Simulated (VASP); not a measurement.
# Sc (P-1) in VASP: a series of runs

The runs below take Sc through single point, with PBEsol.

All numbers are computed with VASP 6.6.1; they aren't measurements. Logs are shortened: lines on timing, memory, paths and dates and some standing lists are left out, and cuts for length are marked.

## 1. The structure

The typed cell holds 1 atom: a = 3.202 Å, b = 3.216 Å, c = 3.226 Å, α = 61.44°, β = 61.31°, γ = 62.16°.

This isn't the form of Sc at room conditions, which is hcp.

## 2. Single point, PBEsol

File INCAR:

```
SYSTEM = Sc
  PREC = Accurate
  ENCUT = 350
  EDIFF = 1E-6
  ISMEAR = 1
  SIGMA = 0.2
  LREAL = .FALSE.
  LASPH = .TRUE.
  NELM = 100
  ALGO = Normal
  ISIF = 2
  LWAVE = .FALSE.
  LCHARG = .FALSE.
  GGA = PS
  ADDGRID = .FALSE.
```

File KPOINTS:

```
regular mesh
0
G
  6 6 6
  0 0 0
```

File POSCAR:

```
Sc
1.0
    3.2019616822      0.0000000000      0.0000000000
    1.5021078373      2.8441406042      0.0000000000
    1.5489936237      0.9264468030      2.6741812389
Sc
1
Direct
    0.0000000000      0.0000000000      0.0000000000
```

Potentials or basis: VASP PAW PBE potentials, release 64 (Sc_sv).

Launch:

```bash
$ cat potpaw_PBE.64/Sc_sv/POTCAR > POTCAR
$ mpirun -np 1 vasp_std > vasp.out
```

OUTCAR:

```text
SYSTEM = Sc
   PREC = Accurate
   ENCUT = 350
   EDIFF = 1E-6
   ISMEAR = 1
   LREAL = .FALSE.
   LASPH = .TRUE.
   NELM = 100
   ISIF = 2
   GGA = PS

 Found    112 irreducible k-points:

 Following reciprocal coordinates:
            Coordinates               Weight
  0.000000  0.000000  0.000000      1.000000
  0.166667  0.000000 -0.000000      2.000000
  0.333333  0.000000  0.000000      2.000000
  0.500000  0.000000  0.000000      1.000000
  0.000000  0.166667 -0.000000      2.000000
  0.166667  0.166667 -0.000000      2.000000
   k-points           NKPTS =    112   k-points in BZ     NKDIM =    112   number of bands    NBANDS=      9
   number of dos      NEDOS =    301   number of ions     NIONS =      1
   total plane-waves  NPLWV =   8000
   dimension x,y,z NGX =    20 NGY =   20 NGZ =   20
   dimension x,y,z NGXF=    40 NGYF=   40 NGZF=   40
   ions per type =               1
   NGX,Y,Z   is equivalent  to a cutoff of  10.38, 10.34, 10.31 a.u.
   NGXF,Y,Z  is equivalent  to a cutoff of  20.77, 20.67, 20.61 a.u.
 SYSTEM =  Sc
   PREC   = accura    normal or accurate (medium, high low for compatibility)
   ISTART =      0    job   : 0-new  1-cont  2-samecut
   ICHARG =      2    charge: 1-file 2-atom 10-const
   ISPIN  =      1    spin polarized calculation?
   LNONCOLLINEAR =      F non collinear calculations
   LSORBIT =      F    spin-orbit coupling
   LASPH  =      T    aspherical Exc in radial PAW
   ENCUT  =  350.0 eV  25.72 Ry    5.07 a.u.   4.88  4.91  4.92*2*pi/ulx,y,z
   NELM   =    100;   NELMIN=  2; NELMDL= -5     # of ELM steps
   EDIFF  = 0.1E-05   stopping-criterion for ELM
   LREAL  =      F    real-space projection
   EDIFFG = 0.1E-04   stopping-criterion for IOM
   NSW    =      0    number of steps for IOM
   IBRION =     -1    ionic relax: 0-MD 1-quasi-New 2-CG
   NFREE  =      0    steps in history (QN), initial steepest desc. (CG)
   ISIF   =      2    stress and relaxation
   ISYM   =      2    0-nonsym 1-usesym 2-fastsym
   POTIM  = 0.5000    time-step for ionic-motion
   TEBEG  =    0.0;   TEEND  =   0.0 temperature during run
   PSTRESS=    0.0 pullay stress
   NELECT =      11.0000    total number of electrons
   NUPDOWN=      -1.0000    fix difference up-down
   EMIN   =  10.00;   EMAX   =-10.00  energy-range for DOS
   EFERMI =   0.00;   METHOD = LEGACY
   ISMEAR =     1;   SIGMA  =   0.20  broadening in eV -4-tet -1-fermi 0-gaus
   EFERMI_NEDOS =   21; number of points for ismear=-14 and -15
   IALGO  =     38    algorithm
   IMIX   =      4    mixing-type and parameters
     AMIX     =   0.40;   BMIX     =  1.00
     AMIX_MAG =   1.60;   BMIX_MAG =  1.00
  volume/ion in A,a.u.               =      24.35       164.34
  Fermi-wavevector in a.u.,A,eV,Ry     =   1.256087  2.373660 21.466653  1.577755
  Thomas-Fermi vector in A             =   2.389812
   LORBIT       =      0    0 simple, 1 ext, 2 COOP (PROOUT), +10 PAW based schemes
   GGA     = PS    functional components
   LHFCALC =     F    Hartree Fock is set to
   AEXX    =    0.0000 exact exchange contribution
   IVDW    =     0    specifies the selected vdW correction
   LEPSILON=     F    determine dielectric tensor
   LRPA    =     F    only Hartree local field effects (RPA)
 non-spin polarized calculation
 Methfessel and Paxton  Order N= 1 SIGMA  =   0.20
  energy-cutoff  :      350.00
  volume of cell :       24.35
 maximum number of plane-waves:       371
   NGX =  9   NGY =  9   NGZ =  9

 number of electron      11.0000003 magnetization

 Free energy of the ion-electron system (eV)
  ---------------------------------------------------
  ext. energy  EPLUGINS =         0.00000000
  ---------------------------------------------------
  free energy    TOTEN  =        -6.55910081 eV

  energy without entropy =       -6.56111395  energy(sigma->0) =       -6.55977186

 E-fermi :   3.6836     XC(G=0): -10.0376

 val. band max:        3.6056367580   @ k =  -0.3333   0.1667   0.1667
 cond. band min:       3.7032442391   @ k =   0.5000   0.3333   0.1667
 fundamental gap:      0.0976074811
 Fermi energy:         3.6836041992

 k-point     1 :       0.0000    0.0000    0.0000
  band No.  band energies     occupation
      1     -45.4903      2.00000
      2     -23.9986      2.00000
      3     -23.9959      2.00000
      4     -23.9802      2.00000
      5      -1.5155      2.00000
      6       5.1337     -0.00000
      7       5.2149     -0.00000
      8       5.5078     -0.00000
      9       6.6529     -0.00000

 k-point     2 :       0.1667    0.0000   -0.0000
  band No.  band energies     occupation
      1     -45.4752      2.00000
      2     -24.1000      2.00000
      3     -24.0091      2.00000
      4     -23.9979      2.00000
      5      -0.8339      2.00000
      6       4.7819     -0.00000
      7       5.3425     -0.00000
      8       5.6484     -0.00000
      9       6.5862     -0.00000

 k-point     3 :       0.3333    0.0000    0.0000
  band No.  band energies     occupation
      1     -45.4441      2.00000
      2     -24.3069      2.00000
      3     -24.0312      2.00000
      4     -24.0267      2.00000
      5       0.8254      2.00000
      6       4.0928     -0.01375
      7       5.2261     -0.00000
      8       5.5280     -0.00000
      9       7.0548     -0.00000

 k-point     4 :       0.5000    0.0000    0.0000
  band No.  band energies     occupation
      1     -45.4287      2.00000
      2     -24.4083      2.00000
      3     -24.0447      2.00000
      4     -24.0384      2.00000
      5       1.8919      2.00000
      6       3.9097     -0.06782
      7       5.0446     -0.00000
      8       5.3523     -0.00000
      9       7.5044     -0.00000

 k-point     5 :       0.0000    0.1667   -0.0000
  band No.  band energies     occupation
      1     -45.4757      2.00000
      2     -24.1008      2.00000
      3     -24.0067      2.00000
      4     -23.9959      2.00000
      5      -0.8424      2.00000
      6       4.7481     -0.00000
      7       5.3562     -0.00000
      8       5.6477     -0.00000
      9       6.6024     -0.00000

 k-point     6 :       0.1667    0.1667   -0.0000
  band No.  band energies     occupation
      1     -45.4686      2.00000
      2     -24.0978      2.00000
      3     -24.0381      2.00000
      4     -24.0222      2.00000
      5      -0.5854      2.00000
      6       4.6282     -0.00000
      7       5.5679     -0.00000
      8       5.7713     -0.00000
      9       6.0776     -0.00000

 [... further k-points ...]

------------------------ aborting loop because EDIFF is reached ----------------------------------------

  FORCE on cell =-STRESS in cart. coord.  units (eV):
  Direction    XX          YY          ZZ          XY          YZ          ZX
  --------------------------------------------------------------------------------------
  -------------------------------------------------------------------------------------
  Total       -0.1395867     -0.3772089     -0.3637254      0.1533031      0.0704034      0.0783331
  in kB       -9.1832570    -24.8161548    -23.9290903     10.0856413      4.6317614      5.1534500
  external PRESSURE =     -19.3095007 kB  Pullay stress =       0.0000000 kB

 VOLUME and BASIS-vectors are now :
 -----------------------------------------------------------------------------
  energy-cutoff  :      350.00
  volume of cell :       24.35
      direct lattice vectors                 reciprocal lattice vectors
     3.201961682  0.000000000  0.000000000     0.312308547 -0.164943011 -0.123758636
     1.502107837  2.844140604  0.000000000     0.000000000  0.351600058 -0.121808778
     1.548993624  0.926446803  2.674181239     0.000000000  0.000000000  0.373946233

 POSITION                                       TOTAL-FORCE (eV/Angst)
 -----------------------------------------------------------------------------------
      0.00000      0.00000      0.00000         0.000000     -0.000000      0.000000
 -----------------------------------------------------------------------------------
    total drift:                                0.000000      0.000000      0.000000

  FREE ENERGIE OF THE ION-ELECTRON SYSTEM (eV)
  ---------------------------------------------------
  free  energy   TOTEN  =        -6.5591008072 eV

  energy  without entropy=       -6.5611139529  energy(sigma->0) =       -6.55977186
```

Wall time 6.5 s (1 thread of Intel Xeon 6975P-C (Granite Rapids), shared host); peak memory 0.13 GiB.

These settings aren't checked as converged: the numbers below hold their error.

What came out:

| Quantity | Value |
| --- | --- |
| Free energy | -6.5591 eV |
| Pressure | -1.9 GPa |
| Band gap on the k mesh | none (metal or under the smearing width) |

Caveat: the k mesh is coarse (spacing up to 0.39 Å⁻¹), so the values aren't converged; the PAW data sets were made with another functional, which shifts forces and pressure a little.

## 3. Single point, PBEsol

Edit INCAR of step 2 so:

```diff
@@ -2,3 +2,3 @@
   PREC = Accurate
-  ENCUT = 350
+  ENCUT = 400
   EDIFF = 1E-6
```

KPOINTS is that of step 2.

POSCAR is that of step 2.

Potentials or basis: VASP PAW PBE potentials, release 64 (Sc_sv).

Launch:

```bash
$ cat potpaw_PBE.64/Sc_sv/POTCAR > POTCAR
$ mpirun -np 1 vasp_std > vasp.out
```

It took 6.5 s on 1 thread of Intel Xeon 6975P-C (Granite Rapids), shared host; peak memory 0.14 GiB.

These settings aren't checked as converged: the numbers below hold their error.

Results:

| Quantity | Value |
| --- | --- |
| Free energy | -6.5591 eV |
| Pressure | -1.7 GPa |
| Band gap on the k mesh | none (metal or under the smearing width) |

Caveat: the k mesh is coarse (spacing up to 0.39 Å⁻¹), so the values aren't converged; the PAW data sets were made with another functional, which shifts forces and pressure a little.

## 4. Single point, PBEsol

Edit INCAR of step 3 so:

```diff
@@ -5,3 +5,3 @@
   ISMEAR = 1
-  SIGMA = 0.2
+  SIGMA = 0.4
   LREAL = .FALSE.
```

KPOINTS is that of step 3.

POSCAR is that of step 3.

Launch:

```bash
$ cat potpaw_PBE.64/Sc_sv/POTCAR > POTCAR
$ mpirun -np 1 vasp_std > vasp.out
```

Run time: 7.8 s. Hardware: 1 thread of Intel Xeon 6975P-C (Granite Rapids), shared host; peak memory 0.14 GiB.

The run converged, but some of its settings lie outside the range that counts as converged, so its numbers aren't taken as properties of the crystal.

Results:

```
Free energy            : -6.5557 eV
Pressure               : -1.7 GPa
Band gap on the k mesh : none (metal or under the smearing width)
```

Caveat: the k mesh is coarse (spacing up to 0.39 Å⁻¹), so the values aren't converged; the PAW data sets were made with another functional, which shifts forces and pressure a little.

## 5. Single point, PBEsol

Edit INCAR of step 4 so:

```diff
@@ -5,3 +5,3 @@
   ISMEAR = 1
-  SIGMA = 0.4
+  SIGMA = 0.1
   LREAL = .FALSE.
```

KPOINTS is that of step 4.

POSCAR is that of step 4.

Launch:

```bash
$ cat potpaw_PBE.64/Sc_sv/POTCAR > POTCAR
$ mpirun -np 1 vasp_std > vasp.out
```

It took 7.5 s on 1 thread of Intel Xeon 6975P-C (Granite Rapids), shared host; peak memory 0.14 GiB.

These settings aren't checked as converged: the numbers below hold their error.

Results:

| Quantity | Value |
| --- | --- |
| Free energy | -6.5590 eV |
| Pressure | -1.6 GPa |
| Band gap on the k mesh | none (metal or under the smearing width) |

Caveat: the k mesh is coarse (spacing up to 0.39 Å⁻¹), so the values aren't converged; the PAW data sets were made with another functional, which shifts forces and pressure a little.
